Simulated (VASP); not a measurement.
# GaN: equilibrium volume by level of theory

It takes space group P6_3mc (No. 186, hexagonal). Conventional cell: a = 3.180 Å, b = 3.180 Å, c = 5.166 Å, α = 90.00°, β = 90.00°, γ = 120.00°. Around Ga (site symmetry 3m) lie 4 N at 1.94 to 1.95 Å. N (site symmetry 3m) is surrounded by 4 Ga at 1.94 to 1.95 Å.

```tsv
rung	level	program and potentials	cutoff (eV)	k mesh	equilibrium volume (Å³/atom)	notes
LDA	LDA	VASP, LDA PAW files Ga_d, N, 600 eV	600	12 × 12 × 5	11.10	-
GGA	PBE	VASP, PBE PAW files Ga_d, N, 600 eV	600	12 × 12 × 5	(a)	-
GGA + dispersion	PBE+D3(BJ)	VASP, PBE PAW files Ga_d, N, 600 eV	600	12 × 12 × 5	11.52	-
GGA	PBEsol	VASP, PBE PAW files Ga_d, N, 600 eV	600	12 × 12 × 5	11.35	potentials made for PBE
GGA	RPBE	VASP, PBE PAW files Ga_d, N, 600 eV	600	12 × 12 × 5	12.03	potentials made for PBE
non-local van der Waals functional	rev-vdW-DF2	VASP, PBE PAW files Ga_d, N, 600 eV	600	12 × 12 × 5	11.57	potentials made for PBE
meta-GGA + dispersion	r2SCAN+rVV10	VASP, PBE PAW files Ga_d, N, 600 eV	600	12 × 12 × 5	11.36	potentials made for PBE
```

Task: relaxation of cell and atoms. All rows: no spin polarisation. Meshes are those of the run's cell of 4 atoms unless a note names another. Relaxations start from the cell shown or near it and stop with a little pressure left. Runs on faulty files, with rough fits or with known faults for this quantity aren't shown. No row holds spin-orbit coupling.

**Question.** Estimate the value left out from the other rows.

**Answer.** (a) 11.75 Å³/atom.
